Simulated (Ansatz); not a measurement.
**ZnS: hydrostatic pressure series**

Level of theory: DFT PBEsol, scalar-relativistic, plane waves, PAW in Ansatz 0.2.0. (420 eV cutoff, 12×12×6 k-mesh, Gaussian smearing of 0.02 eV, no spin polarisation)

Reference structure (relaxed):

```xyz
4
Lattice="3.7819 0.0000 0.0000 -1.8910 3.2752 0.0000 0.0000 0.0000 6.2071" Properties=species:S:1:pos:R:3 pbc="T T T"
Zn    0.0000    2.1835    0.0023
Zn    1.8910    1.0917    3.1059
S     0.0000    2.1835    2.3253
S     1.8910    1.0917    5.4289
```

Cell and atoms are relaxed at each pressure within the symmetry of the start, at zero temperature, so transitions that lower the symmetry aren't seen. The k-mesh given is that at zero pressure and may differ at others. a, b and c are the lengths of the cell vectors above. Gaps are Kohn–Sham gaps over the whole zone.

| P (GPa) | V (Å³/atom) | V/V0 | a (Å) | b (Å) | c (Å) |
| --- | --- | --- | --- | --- | --- |
| -2 | 19.75 | 1.028 | 3.817 | 3.817 | 6.260 |
| 0 | 19.22 | 1.000 | 3.782 | 3.782 | 6.207 |
| 2 | 18.77 | 0.976 | 3.751 | 3.751 | 6.161 |
| 5 | 18.17 | 0.945 | 3.709 | 3.709 | 6.101 |
| 10 | 17.37 | 0.903 | 3.650 | 3.650 | 6.020 |
| 20 | 16.16 | 0.841 | 3.555 | 3.555 | 5.903 |
| 40 | 14.56 | 0.757 | 3.411 | 3.411 | 5.781 |

Q: What bulk modulus and pressure derivative fit these points?

A: A third-order Birch–Murnaghan fit gives B0 = 79 GPa and B0' = 4.3.

Q: Which cell vector or vectors give way most up to 40 GPa?

A: a and b: the changes are a -9.8 %, b -9.8 %, c -6.9 %.

Q: What does pressure do to the gap?

A: The gaps are 2.04 eV at -2 GPa, 2.16 eV at 0 GPa, 2.26 eV at 2 GPa, 2.40 eV at 5 GPa, 2.60 eV at 10 GPa, 2.90 eV at 20 GPa, 2.57 eV at 40 GPa.

Cost: 7 runs of about 7 core-minutes in all, on Arm Neoverse V1 (shared hosts).